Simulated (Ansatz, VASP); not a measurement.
# ZrB2: VASP beside Ansatz

```xyz
3
Lattice="3.1153 0.0000 0.0000 -1.5576 2.6979 0.0000 0.0000 0.0000 3.4687" Properties=species:S:1:pos:R:3 pbc="T T T"
Zr    0.0000    0.0000    0.0000
B     0.0000    1.7986    1.7343
B     1.5576    0.8993    1.7343
```

Alike in both runs: functional PBE; k mesh 12 × 12 × 10; occupations gaussian, width 0.05 eV; no spin polarisation.

Ansatz relaxed the structure, and its values are those at the end. VASP's run is a single point on that final structure, the one shown.

```csv
,VASP,Ansatz
version,VASP 6.6.1,Ansatz 0.2.0
potentials or method,"VASP PAW PBE potentials, release 64 (Zr_sv, B)","scalar-relativistic, plane waves, PAW"
plane-wave cutoff (eV),520,420
valence electrons in the cell,18,18
```

VASP gave:

* gap on the k mesh at the Fermi level (eV): none
* pressure (GPa): 15.2

Which values does Ansatz return?

gap on the k mesh at the Fermi level (eV): none; pressure (GPa): 15.0.

A gap of «none» marks a metal or a gap that the smearing closes.

Caveats: so large a pressure means that the cell lies far from this level's equilibrium, or that cutoff or potentials fall short (VASP).
